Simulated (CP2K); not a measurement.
**Converging the cutoff of the density grid: LiI (I4mm, 2 atoms in the cell)**

```
CELL_PARAMETERS angstrom
      4.27807     0.00000     0.00000
      2.13903     3.70491     0.00000
      2.13903     1.23497     3.49303
ATOMIC_POSITIONS crystal
  Li 0.00826 0.00826 0.99174
  I  0.50000 0.50000 0.50000
```

Level of theory: PBE, GPW, DZVP-MOLOPT-SR-GTH basis, GTH-PBE potentials (GTH_POTENTIALS) (CP2K).

Base settings: CUTOFF = 400 Ry; REL_CUTOFF = 50 Ry; SMEAR/METHOD = FERMI_DIRAC; ELECTRONIC_TEMPERATURE = 580.23 K; KPOINTS/SCHEME = MONKHORST-PACK 3 3 3; XC_FUNCTIONAL = PBE; Li/BASIS_SET = DZVP-MOLOPT-SR-GTH-q3; Li/POTENTIAL = GTH-PBE-q3; I/BASIS_SET = DZVP-MOLOPT-SR-GTH-q7; I/POTENTIAL = GTH-PBE-q7.

The second cell is the first with its lattice scaled by 0.98.

The mesh stays at the base's, so the ladder's end is converged at best in this setting alone.

Only quantities that move along the ladder and can be compared are tabulated; the gap is left out on so coarse a mesh.

The starting cell has typed, rounded lattice constants, without a prior relaxation at this level. Its lattice was rescaled by up to half a per cent. One atom was moved a little off its site on purpose. Values carry the incompleteness of an atom-centred basis.

| CUTOFF | free energy less the last step's (meV/atom) | energy of the compressed cell less the first (meV/atom) | pressure (GPa) | largest difference of a force vector from the last step's (eV/Å) |
|---|---|---|---|---|
| 180 Ry | -26.20 | 18.48 | 1.07 | 0.063 |
| 240 Ry | -10.54 | 17.77 | 1.01 | 0.016 |
| 280 Ry | -5.13 | 17.60 | 1.00 | 0.034 |
| 320 Ry | -0.51 | 12.99 | 0.85 | 0.001 |
| 360 Ry | -0.02 | 15.54 | 0.82 | 0.000 |
| 400 Ry | -0.03 | 15.80 | 0.82 | 0.000 |
| 440 Ry | -0.02 | 15.80 | 0.82 | 0.000 |
| 540 Ry | 0.00 | 15.79 | 0.82 | 0.000 |
| 600 Ry | 0.00 | 15.79 | 0.82 | 0.000 |
| 700 Ry | 0.00 | 15.79 | 0.82 | 0.000 |
| 800 Ry | 0.00 | 15.79 | 0.82 | 0.000 |
| 960 Ry | 0.00 | 15.79 | 0.82 | 0.000 |

Coarsest CUTOFF that holds the energy of the compressed cell less the first within 0.5 meV/atom of the last step, with all finer ones: 360 Ry; the step before is off by 2.8 meV/atom.

Coarsest CUTOFF that holds the forces within 0.02 eV/Å of the last step, with all finer ones: 320 Ry; the step before is off by 0.034 eV/Å.

Coarsest CUTOFF that holds the free energy within 1 meV/atom of the last step, with all finer ones: 320 Ry; the step before is off by 5.1 meV/atom.

Two neighbours can agree and both be off: 240 Ry and 280 Ry differ by 0.17 meV/atom in the energy of the compressed cell less the first, yet lie about 1.8 meV/atom from the last step.

Left out of this page: 1 run of the series unsound by tests on forces, stress, charge or solver warnings; 4 runs of the series outside the window shown, repeating another row's setting, or not comparable.
